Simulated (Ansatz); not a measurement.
# Y2COS MXene monolayer in a perpendicular field

What dipole does a perpendicular field induce in the Y2COS MXene monolayer? A positive field points along +c.

Program: Ansatz 0.2.0. Level of theory: plane-wave DFT, PBE-D3(BJ), Ansatz PAW (set soft_1); PAW set soft_1. Results are calculated unless marked as measured.

### 1. The starting structure

The cell holds 5 atoms: 1 S, 2 Y, 1 C and 1 O. Cell: a = 3.478 Å, b = 3.478 Å, c = 42.797 Å, α = 90.0°, β = 90.0°, γ = 120.0°. Vacuum lies along c.

### 2. Relaxation

The starting cell is a guess, so the in-plane lattice and the atoms are relaxed first, with the slab cut off from its images along the normal.

The input, input.yaml:

```yaml
crystal:
  lattice:
    - [3.47776, 0.0, 0.0]
    - [-1.73888, 3.0118285083, 0.0]
    - [0.0, 0.0, 42.7972203109]
  atoms:
    - { symbol: S, position: [0.3333333333, 0.6666666667, 0.4311027648] }
    - { symbol: "Y", position: [0.6666666667, 0.3333333333, 0.4753503205] }
    - { symbol: C, position: [0.0, 0.0, 0.5074138852] }
    - { symbol: "Y", position: [0.3333333333, 0.6666666667, 0.5394774499] }
    - { symbol: O, position: [0.6666666667, 0.3333333333, 0.5688972352] }
  periodic: [true, true, false]
kpoints:
  mp_grid: { grid: [12, 12, 1] }
hamiltonian:
  xc: pbe
  dispersion: d3bj
  pseudopotentials: { kind: paw, azcp: { folder: soft_1 } }
scf:
  occupations: { method: fermi_dirac, width: 0.05 }
  convergence: { dr2_threshold: 1.0e-09 }
relax:
  f_tol: 0.004
  max_steps: 90
  cell: {}
output:
  write_potential: true
  write_density: true
  volumetric_format: npy
```

Launch:

```sh
$ ansatz run input.yaml --threads 2 --pin off --max-ram 3072MiB --backend cpu --events-out ev --progress --plain --runs-dir out
```

Numbers of over 12 decimals in the logs are rounded to 6 here.

The program printed:

```text
Warning: relax.cell: scf.convergence.dr2_threshold = 1e-9 eV is looser than the 1.97846156914e-10 eV advised for a relaxation that steers and ends on the stress (1e-10 eV for each atom of the cell: 5, times the square of relax.cell.stress_2d_tol = 0.05 N/m over 15.9 Å (the atoms' height at the walk's start and 5 Å past either face), 3.145e-2 GPa, over a crystal's default 0.05). What an SCF threshold leaves in a stress goes as its square root, and in the free energy as the threshold itself, and one threshold admits the most on a small cell: [figures from the program's tests cut] Set scf.convergence.dr2_threshold to 1.97846156914e-10 eV or tighter. [rest of the remark cut]
Engine: ansatz 0.2.0, aarch64-unknown-linux-gnu
Pseudopotentials: kind: paw
Pseudopotential: S, paw, valence charge 6, recommended cutoff 420 eV (normal), soft_1/S.paw.azcp
Pseudopotential: Y, paw, valence charge 11, recommended cutoff 420 eV (normal), soft_1/Y.paw.azcp
Pseudopotential: C, paw, valence charge 4, recommended cutoff 420 eV (normal), soft_1/C.paw.azcp
Pseudopotential: O, paw, valence charge 6, recommended cutoff 420 eV (normal), soft_1/O.paw.azcp
Functional definition: PBE
  parameter kappa = 0.804
  parameter beta = 0.066725
  exchange = pbe_x(kappa = kappa, mu = beta*pi^2/3)
  correlation = pbe_c(beta = beta)
Crystal: 5 atoms, lattice volume = 448.276 Å³
Basis set: ecut = 420 eV, 8717 PW (Γ), exchange–correlation on 48×48×576 points (8 copies of the dense FFT grid, shifted against one another)
Bands: 24, of which v1, the nominal top of the filled ones, is band 19 counted from 1 (18 counted from 0)
Symmetry: 6 space group operations
Space group: P3m1 (ITA 156), of the structure as read, at distance tolerance 7.7e-5 Å
k-points: 19 of 144 (time reversal used)
Non-local potential: S, projectors of the file, l = 0: 2, l = 1: 2, l = 2: 1
Non-local potential: Y, projectors of the file, l = 0: 3, l = 1: 2, l = 2: 2, l = 3: 1
Non-local potential: C, projectors of the file, l = 0: 2, l = 1: 2, l = 2: 1
Non-local potential: O, projectors of the file, l = 0: 2, l = 1: 2, l = 2: 1
PAW form: soft (Blöchl's): semilocal exchange-correlation on the pseudo side does not see the compensation charge
PAW one-centre angular grid: S, 110 points (default); XC on 64 Gauss nodes
PAW one-centre angular grid: Y, 590 points (default); XC on 64 Gauss nodes
PAW one-centre angular grid: C, 110 points (default); XC on 64 Gauss nodes
PAW one-centre angular grid: O, 110 points (default); XC on 64 Gauss nodes
Initial density: superposition of atomic densities (neutral atoms: chi_scale 0, normalization atom)
Initial wavefunctions: pseudopotential atomic-orbital guess
Functional: x = pbe(κ = 0.804, μ = 0.219515), c = pbe(β = 0.066725)
SCF iter   1: F=—  HF=-9427.192922 eV  |F-HF|=—  |Δ(HF+E_count)|=         —  Δρ=6.06e-2  dr2=7.91e1  ethr=3.10e-3  ⟨swp⟩=12.5  Hψ=3661  notcnv=0
preconditioner: auto → LDOS  [metal: Δε(μ)=0.056 eV  Ē_g=14.205 eV  σ=0.050 eV  W_gap=0.27  n_scr=24 (ndim 8)  ℏωp=10.2 eV  f_vac=0.771  D(μ)=2.04/eV (n_scr^D=12)  β→1.0]
SCF iter   2: F=—  HF=-9566.142761 eV  |F-HF|=—  |Δ(HF+E_count)|=    1.39e2  Δρ=2.49e-1  dr2=3.97e3  ethr=3.10e-3  ⟨swp⟩=29.6  Hψ=7318  notcnv=0  defer=41  recentre
SCF iter   3: F=—  HF=-9424.890545 eV  |F-HF|=—  |Δ(HF+E_count)|=    1.41e2  Δρ=4.28e-2  dr2=6.84e1  ethr=3.10e-3  ⟨swp⟩=12.9  Hψ=3905  notcnv=0  defer=19
SCF iter   4: F=—  HF=-9421.543571 eV  |F-HF|=—  |Δ(HF+E_count)|=    3.35e0  Δρ=1.66e-2  dr2=1.22e1  ethr=3.10e-3  ⟨swp⟩=8.1  Hψ=1420  notcnv=0  defer=14
SCF iter   5: F=—  HF=-9421.429615 eV  |F-HF|=—  |Δ(HF+E_count)|=   1.14e-1  Δρ=1.93e-2  dr2=1.01e1  ethr=3.10e-3  ⟨swp⟩=6.5  Hψ=1201  notcnv=0  defer=8
SCF iter   6: F=—  HF=-9421.199843 eV  |F-HF|=—  |Δ(HF+E_count)|=   2.30e-1  Δρ=1.36e-2  dr2=4.78e0  ethr=3.10e-3  ⟨swp⟩=6.0  Hψ=1052  notcnv=0  defer=6
SCF iter   7: F=—  HF=-9421.189498 eV  |F-HF|=—  |Δ(HF+E_count)|=   1.03e-2  Δρ=1.31e-2  dr2=6.87e0  ethr=3.10e-3  ⟨swp⟩=1.8  Hψ=645  notcnv=0  defer=3
SCF iter   8: F=—  HF=-9421.043085 eV  |F-HF|=—  |Δ(HF+E_count)|=   1.46e-1  Δρ=1.01e-2  dr2=3.79e0  ethr=3.10e-3  ⟨swp⟩=2.1  Hψ=511  notcnv=0  defer=3
SCF iter   9: F=—  HF=-9420.928292 eV  |F-HF|=—  |Δ(HF+E_count)|=   1.15e-1  Δρ=4.56e-3  dr2=1.18e0  ethr=3.10e-3  ⟨swp⟩=3.6  Hψ=742  notcnv=0  defer=4
SCF iter  10: F=—  HF=-9420.923244 eV  |F-HF|=—  |Δ(HF+E_count)|=   5.05e-3  Δρ=6.51e-3  dr2=2.79e0  ethr=3.09e-3  ⟨swp⟩=1.5  Hψ=526  notcnv=0  defer=2  recentre
SCF iter  11: F=—  HF=-9420.900159 eV  |F-HF|=—  |Δ(HF+E_count)|=   2.31e-2  Δρ=4.57e-3  dr2=1.15e0  ethr=3.09e-3  ⟨swp⟩=1.3  Hψ=479  notcnv=0  defer=1
SCF iter  12: F=—  HF=-9420.885599 eV  |F-HF|=—  |Δ(HF+E_count)|=   1.46e-2  Δρ=2.12e-3  dr2=1.82e-1  ethr=3.02e-3  ⟨swp⟩=2.0  Hψ=495  notcnv=0  defer=1
SCF iter  13: F=—  HF=-9420.884012 eV  |F-HF|=—  |Δ(HF+E_count)|=   1.59e-3  Δρ=6.93e-4  dr2=1.56e-2  ethr=4.79e-4  ⟨swp⟩=4.4  Hψ=757  notcnv=0  defer=7
SCF iter  14: F=—  HF=-9420.884606 eV  |F-HF|=—  |Δ(HF+E_count)|=   5.94e-4  Δρ=4.35e-4  dr2=5.14e-3  ethr=4.11e-5  ⟨swp⟩=2.6  Hψ=653  notcnv=0  defer=2
SCF iter  15: F=—  HF=-9420.884627 eV  |F-HF|=—  |Δ(HF+E_count)|=   2.04e-5  Δρ=2.22e-4  dr2=1.38e-3  ethr=1.35e-5  ⟨swp⟩=2.3  Hψ=636  notcnv=0  defer=1
SCF iter  16: F=—  HF=-9420.884534 eV  |F-HF|=—  |Δ(HF+E_count)|=   9.29e-5  Δρ=3.91e-5  dr2=1.41e-5  ethr=3.63e-6  ⟨swp⟩=2.7  Hψ=660  notcnv=0  defer=1
SCF iter  17: F=—  HF=-9420.884558 eV  |F-HF|=—  |Δ(HF+E_count)|=   2.43e-5  Δρ=2.11e-5  dr2=3.00e-6  ethr=3.71e-8  ⟨swp⟩=3.7  Hψ=1064  notcnv=0
SCF iter  18: F=—  HF=-9420.884709 eV  |F-HF|=—  |Δ(HF+E_count)|=   1.51e-4  Δρ=4.52e-6  dr2=2.30e-7  ethr=7.91e-9  ⟨swp⟩=3.7  Hψ=1094  notcnv=0
SCF iter  19: F=—  HF=-9420.884709 eV  |F-HF|=—  |Δ(HF+E_count)|=   1.31e-7  Δρ=1.79e-6  dr2=2.16e-8  ethr=6.05e-10  ⟨swp⟩=3.1  Hψ=951  notcnv=0
SCF iter  20: F=—  HF=-9420.884709 eV  |F-HF|=—  |Δ(HF+E_count)|=   8.30e-8  Δρ=9.21e-7  dr2=7.93e-9  ethr=5.68e-11  ⟨swp⟩=3.2  Hψ=1047  notcnv=0
SCF iter  21: F=-9420.884709 eV  HF=-9420.884709 eV  |F-HF|=1.27e-8  |Δ(HF+E_count)|=   1.62e-8  Δρ=2.76e-7  dr2=6.81e-10  ethr=2.63e-12  ⟨swp⟩=11.3  Hψ=4447  notcnv=0
SCF 1 converged in 21 iterations: F = -9420.884709 eV  dr2 = 6.81e-10
  greatest PAW one-centre occupation: 0.993 electrons in one spin orbital (limit 2), on the Y atom at site 3 (counted from 0), in its partial waves of l = 0
[...]
[... from here on, the SCF cycles and remarks between the steps are left out ...]
relax step   4: F+E_penalty+E_count = -9422.46025330 eV  Δ(F+E_penalty+E_count) = -5.687e-2 eV  max|allowed force component| = 2.287e-1 eV/Å  Δτ_max = 0.0429 Å  P = +0.714 N/m  Ω = 476.956 Å³  energy of the carried Pulay correction = -3.835e-3 eV  fix = [c, alpha, beta]  reactions: c +0.000 N/m  (11 SCF iters, accepted)
relax step   5: F+E_penalty+E_count = -9422.46346314 eV  Δ(F+E_penalty+E_count) = -3.210e-3 eV  max|allowed force component| = 1.481e-1 eV/Å  Δτ_max = 0.0126 Å  P = +0.273 N/m  Ω = 479.859 Å³  energy of the carried Pulay correction = -4.210e-3 eV  fix = [c, alpha, beta]  reactions: c +0.000 N/m  (10 SCF iters, accepted)
relax step   6: F+E_penalty+E_count = -9422.46522583 eV  Δ(F+E_penalty+E_count) = -1.763e-3 eV  max|allowed force component| = 3.866e-2 eV/Å  Δτ_max = 0.0095 Å  P = -0.074 N/m  Ω = 481.818 Å³  energy of the carried Pulay correction = -4.461e-3 eV  fix = [c, alpha, beta]  reactions: c -0.000 N/m  (10 SCF iters, accepted)
relax step   7: F+E_penalty+E_count = -9422.46541368 eV  Δ(F+E_penalty+E_count) = -1.879e-4 eV  max|allowed force component| = 1.621e-2 eV/Å  Δτ_max = 0.0042 Å  P = +0.051 N/m  Ω = 481.267 Å³  energy of the carried Pulay correction = -4.391e-3 eV  fix = [c, alpha, beta]  reactions: c +0.000 N/m  (8 SCF iters, accepted)
relax step   8: F+E_penalty+E_count = -9422.46542739 eV  Δ(F+E_penalty+E_count) = -1.371e-5 eV  max|allowed force component| = 4.797e-4 eV/Å  Δτ_max = 0.0016 Å  P = +0.001 N/m  Ω = 481.406 Å³  energy of the carried Pulay correction = -4.409e-3 eV  fix = [c, alpha, beta]  reactions: c +0.000 N/m  (8 SCF iters, accepted)
relax step   9: F+E_penalty+E_count = -9422.47268469 eV  Δ(F+E_penalty+E_count) = -7.257e-3 eV  max|allowed force component| = 7.971e-4 eV/Å  Δτ_max = 0.0000 Å  P = +0.130 N/m  Ω = 481.406 Å³  fix = [c, alpha, beta]  reactions: c +0.000 N/m  stress off target by 1.30e-1 N/m on what of the cell is left free  SCF on the basis re-selected at this cell (its energy is not comparable with the rows above)  (7 SCF iters)
relax step  10: F+E_penalty+E_count = -9422.47266562 eV  Δ(F+E_penalty+E_count) = +1.907e-5 eV  max|allowed force component| = 3.435e-4 eV/Å  Δτ_max = 0.0032 Å  P = +0.011 N/m  Ω = 482.209 Å³  energy of the carried Pulay correction = -1.031e-4 eV  fix = [c, alpha, beta]  reactions: c +0.000 N/m  (8 SCF iters, accepted)
iter 1 solved again at ethr=1.14e-6 eV; its pass at ethr=3.10e-3 eV (dr2=4.32e-4 eV) is discarded
SCF iter   1: F=—  HF=-9422.472603 eV  |F-HF|=—  |Δ(HF+E_count)|=         —  Δρ=5.86e-6  dr2=9.81e-8  ethr=1.14e-6  ⟨swp⟩=5.3  Hψ=5401  notcnv=0
eigensolver tolerance schedule: the retry pair's looser diagonalisation over-reported the residual by 4405.02 of it (diagonalisation noise at an unbounded share of the residual, at the tolerance the schedule requests for it); recorded, not acted on — ethr = c·dr2/N_el stays at c = 1.0e-1
preconditioner: auto → LDOS  [metal: Δε(μ)=0.021 eV  Ē_g=8.154 eV  σ=0.050 eV  W_gap=0.10  n_scr=24 (ndim 8)  ℏωp=7.9 eV  f_vac=0.787  D(μ)=4.65/eV (n_scr^D=16)  β→1.0]
SCF iter   2: F=—  HF=-9422.472778 eV  |F-HF|=—  |Δ(HF+E_count)|=   1.75e-4  Δρ=6.33e-6  dr2=2.86e-7  ethr=2.58e-10  ⟨swp⟩=5.9  Hψ=1778  notcnv=0
SCF iter   3: F=—  HF=-9422.472778 eV  |F-HF|=—  |Δ(HF+E_count)|=   3.07e-8  Δρ=2.03e-6  dr2=2.76e-8  ethr=2.58e-10  ⟨swp⟩=3.0  Hψ=791  notcnv=0
SCF iter   4: F=—  HF=-9422.472778 eV  |F-HF|=—  |Δ(HF+E_count)|=   1.14e-9  Δρ=6.87e-7  dr2=3.46e-9  ethr=7.26e-11  ⟨swp⟩=3.4  Hψ=796  notcnv=0
SCF iter   5: F=-9422.472778 eV  HF=-9422.472778 eV  |F-HF|=1.35e-8  |Δ(HF+E_count)|=   1.09e-8  Δρ=1.84e-7  dr2=2.99e-10  ethr=2.63e-12  ⟨swp⟩=14.3  Hψ=4574  notcnv=0
SCF 11 converged in 5 iterations: F = -9422.472778 eV  dr2 = 2.99e-10
relax step  11: F+E_penalty+E_count = -9422.47277791 eV  Δ(F+E_penalty+E_count) = -1.123e-4 eV  max|allowed force component| = 3.635e-4 eV/Å  Δτ_max = 0.0000 Å  P = +0.011 N/m  Ω = 482.209 Å³  fix = [c, alpha, beta]  reactions: c +0.000 N/m  stress off target by 1.12e-2 N/m on what of the cell is left free  SCF on the basis re-selected at this cell (its energy is not comparable with the rows above)  (5 SCF iters)
basis re-selected at this cell: Δ(F+E_penalty+E_count) = -1.123e-4 eV, ΔP = +0.001 N/m vs the last step (what re-selecting the basis moved, of the pressure what is left beyond the Pulay correction that the steps carried, after the strain that the cell walked since its last selection, with what the two solves' SCF thresholds leave and, on support functions, any second-order correction that the steps lacked; it is no m [...]
WARN: The output density's exchange-correlation potential varies sharply where the density is thin. Do not read a vacuum level from v_tot or v_xc, or from such a field of the output density. On a cell that repeats whose density bears no net charge and no dipole along the vacuum's axis use v_es (v_loc + v_h of the components); under efield.dipole_correction with no amplitude use v_es + v_field, which holds any externa [...]
SCF converged after 5 iterations
Free energy (F): -9422.472778 eV
Harris-Foulkes:  -9422.472778 eV  (|F-HF|=1.35e-8)
Internal energy: -9422.435728 eV  (E = F + TS)
E sigma→0 (E₀):  -9422.454253 eV
Entropy (-TS):   -0.037050 eV (-7.410 meV/atom)
Fermi energy:    -5.999289 eV
--- Per-component energies (eV) ---
  E_band       = -739.732688
  E_kinetic    = 990.377605
  E_local      = -98744.102782  (includes V_loc(G=0)·N_el)
  E_nonlocal   = 163.140965
  E_hartree    = 48815.097996
  E_xc         = -566.238453
  E_vxc        = -644.725592  (∫ρ·V_xc dr)
  E_paw        = -6500.880364  (= ΣΔE_a)
  E_vpaw       = -134.618157  (= ΣTr[D̂ρ^β])
  E_aug_tail   = 0.000817  (compensation charges beyond the density's cutoff)
  E_ewald      = 46421.166235
  E_disp       = -0.997747  (pairwise vdW)
  E_smearing   = -0.037050  (= −TS)
  E_closure    = -0.000000  (closes the sum)
  Σ components = -9422.472778   (vs F -9422.472778, Δ=0.00e0)
--- Forces (eV/Å), atoms counted from 1 ---
  atom   1  S      0.00000000     0.00000000     0.00036251
  atom   2  Y     -0.00000000    -0.00000000    -0.00008541
  atom   3  C     -0.00000000    -0.00000000    -0.00013168
  atom   4  Y     -0.00000000    -0.00000000    -0.00008775
  atom   5  O      0.00000000     0.00000000    -0.00006238
  max |Σ_I F_I| component: 4.71e-6 eV/Å
--- 2D stress c σ (N/m, compression-positive) ---
        0.011177       0.000000      -0.000000
        0.000000       0.011177      -0.000000
       -0.000000      -0.000000       0.000000
  P = ½ c Tr σ = 0.0112 N/m
--- Band table (eV; the first three rows and the last of 19) ---
  k-point 0: bands = [... 15 lower, -6.7871, -6.7871, -6.0576, -5.0779, -5.0779, -2.1395, -1.8349, -1.8117, ... 1 higher]
  k-point 1: bands = [... 15 lower, -7.0278, -6.7699, -5.8594, -5.4411, -5.2009, -2.1487, -1.8697, -1.7283, ... 1 higher]
  k-point 2: bands = [... 15 lower, -7.2981, -6.7429, -6.2737, -5.6529, -5.4594, -2.4702, -1.6168, -1.5593, ... 1 higher]
  k-point 18: bands = [... 15 lower, -7.7564, -7.4338, -7.1414, -6.6932, -6.3358, -2.0698, -1.1139, -0.9717, ... 1 higher]
  the weakly bound empty levels are not read free of the cell's end (no_gap_told)
--- Relaxed structure (9 steps of the walk, 9 accepted, 2 SCFs on fresh bases) ---
  F+E_penalty+E_count = -9422.47277791 eV   max|allowed force component| = 3.635e-4 eV/Å   (the final SCF, on the basis selected at the relaxed cell)
  cell:  # Å, volume = 482.2092 Å³
    - [3.606987, 0, 0]
    - [-1.803494, 3.123743, 0]
    - [0, 0, 42.7972203109]
  atoms:
    - { symbol: S, position: [0.333333, 0.666667, 0.434871] }
    - { symbol: Y, position: [0.666667, 0.333333, 0.473024] }
    - { symbol: C, position: [-2.2471119514232498e-18, 0, 0.504947] }
    - { symbol: Y, position: [0.333333, 0.666667, 0.546634] }
    - { symbol: O, position: [0.666667, 0.333333, 0.562766] }
```

The job ended after 2.6 min (2 threads of Arm Neoverse V1, shared host; peak memory 0.71 GiB).

Step by step:

```tsv
step	energy less that of the first step (eV)	largest force component (eV/Å)	volume (Å³)
1	0.0000	5.4308	448.28
2	-1.1825	2.5778	451.13
3	-1.5187	0.6801	465.17
4	-1.5755	0.2287	476.96
5	-1.5788	0.1481	479.86
6	-1.5805	0.0387	481.82
7	-1.5807	0.0162	481.27
8	-1.5807	0.0005	481.41
9*	-1.5880	0.0008	481.41
10	-1.5880	0.0003	482.21
11*	-1.5881	0.0004	482.21
```

Relaxation steps marked * repeat the geometry before them on a plane-wave basis chosen anew for their cell, so energy and pressure can jump there.

The run keeps the 6 symmetry operations that it works with, so distortions that break them were not tested.

```tsv
cell as run	before	after	change
a (Å)	3.478	3.607	+3.7 %
b (Å)	3.478	3.607	+3.7 %
```

The atoms that moved most (Å, along periodic axes as changes of fractional coordinates times the final cell, across vacuum about the mean position):

```tsv
atom	dx	dy	dz	length
Y4	0.000	0.000	0.306	0.306
O5	0.000	0.000	-0.262	0.262
S1	0.000	0.000	0.161	0.161
C3	0.000	0.000	-0.106	0.106
Y2	0.000	0.000	-0.100	0.100
```

The relaxed structure:

```xyz
5
Lattice="3.6070 0.0000 0.0000 -1.8035 3.1237 0.0000 0.0000 0.0000 42.7972" Properties=species:S:1:pos:R:3
S     0.0000    2.0825   18.6113
Y     1.8035    1.0412   20.2441
C     0.0000    0.0000   21.6103
Y     0.0000    2.0825   23.3944
O     1.8035    1.0412   24.0848
```

Numbers from this step:

- energy at zero smearing: -9422.4543 eV

The lattice constant a goes from 3.478 to 3.607 Å.

[end of part 1 of 2]

[Logs are printed without paths, hosts, clocks, repeated set-up lines and the standing remarks that a program may print on its own settings, such as how far it seeks lower states.]

[Hosts, paths, dates, database ids (printed as entryN), source tags and the programs' standing remarks are cut or masked in the printed files.]

[Maps of the electrostatic potential energy from Ansatz leave out the sawtooth potential of an applied field or a dipole correction, so their vacuum need not be flat; planar profiles and work functions include it.]
